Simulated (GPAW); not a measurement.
NaCl:

```
Cl Na
1.0
     0.00000    2.79406    2.79406
     2.79406    0.00000    2.79406
     2.79406    2.79406    0.00000
Cl Na
1 1
Direct
  0.50000 0.50000 0.50000
  0.00000 0.00000 0.00000
```

The cell is a database's computed one.

- Program: GPAW 26.7.0
- Task: relaxation of cell and atoms
- Functional: PBEsol
- Dispersion: D3(BJ)+ATM
- Potentials or basis: PAW data sets generated in the run's folder for this functional
- Cutoff: 800 eV
- Basis: pw
- k mesh: 8 × 8 × 8
- Occupations: fermi-dirac, width 0.05 eV
- Spin: no spin polarisation

At the start: pressure -1.0 GPa; volume 21.81 Å³/atom.

Problem. Where does the relaxation end?

Solution. Over 3 steps the energy falls by 2.7 meV/atom and the volume is 20.94 Å³/atom (-4.0 %); space group Fm-3m (No. 225, to 0.05 Å).

Step by step:
```csv
step,energy change (eV),largest force (eV/Å),pressure (GPa),volume (Å³)
1,0.0000,0.0000,-1.05,43.63
2,-0.0008,0.0000,-0.97,43.49
3,-0.0054,0.0000,0.06,41.89
```

Final structure:
```yaml
crystal:
  lattice:
    - [0.00000, 2.75651, 2.75651]
    - [2.75651, 0.00000, 2.75651]
    - [2.75651, 2.75651, 0.00000]
  atoms:
    - { symbol: Cl, position: [0.50000, 0.50000, 0.50000] }
    - { symbol: Na, position: [0.00000, 0.00000, 0.00000] }
```

Caveat: later steps reuse the first step's grids.
